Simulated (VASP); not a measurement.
The system is Cu2O.

```
Cu O
1.0
     4.26000    0.00000    0.00000
     0.00000    4.26000    0.00000
     0.00000    0.00000    4.26000
Cu O
4 2
Direct
  0.25000 0.25000 0.25000
  0.25000 0.75000 0.75000
  0.75000 0.75000 0.25000
  0.75000 0.25000 0.75000
  0.00000 0.00000 0.00000
  0.50000 0.50000 0.50000
```

```yaml
Program: VASP 6.6.1
Task: relaxation of cell and atoms
Functional: PBE
Potentials_or_basis: VASP PAW PBE potentials, release 64 (Cu, O)
Cutoff: 600 eV
k_mesh: 8 × 8 × 8
Occupations: fermi-dirac, width 0.05 eV
Spin: no spin polarisation
```

At the start: pressure 4.1 GPa; volume 12.88 Å³/atom.

Question: Where does the relaxation end?

Answer: Over 4 steps the energy falls by 5.2 meV/atom and the volume is 13.32 Å³/atom (+3.4 %); space group Pn-3m (No. 224, to 0.05 Å).

Step by step:
| step | energy change (eV) | largest force (eV/Å) | pressure (GPa) | volume (Å³) |
| --- | --- | --- | --- | --- |
| 1 | 0.0000 | 0.0000 | 4.07 | 77.31 |
| 2 | -0.0261 | 0.0000 | -1.52 | 81.03 |
| 3 | -0.0312 | 0.0000 | 0.07 | 79.89 |
| 4 | -0.0312 | 0.0000 | 0.02 | 79.94 |

Final structure:
```
CELL_PARAMETERS angstrom
4.30784 0.00000 0.00000
0.00000 4.30784 0.00000
0.00000 0.00000 4.30784
ATOMIC_POSITIONS crystal
Cu 0.25000 0.25000 0.25000
Cu 0.25000 0.75000 0.75000
Cu 0.75000 0.75000 0.25000
Cu 0.75000 0.25000 0.75000
O 0.00000 0.00000 0.00000
O 0.50000 0.50000 0.50000
```
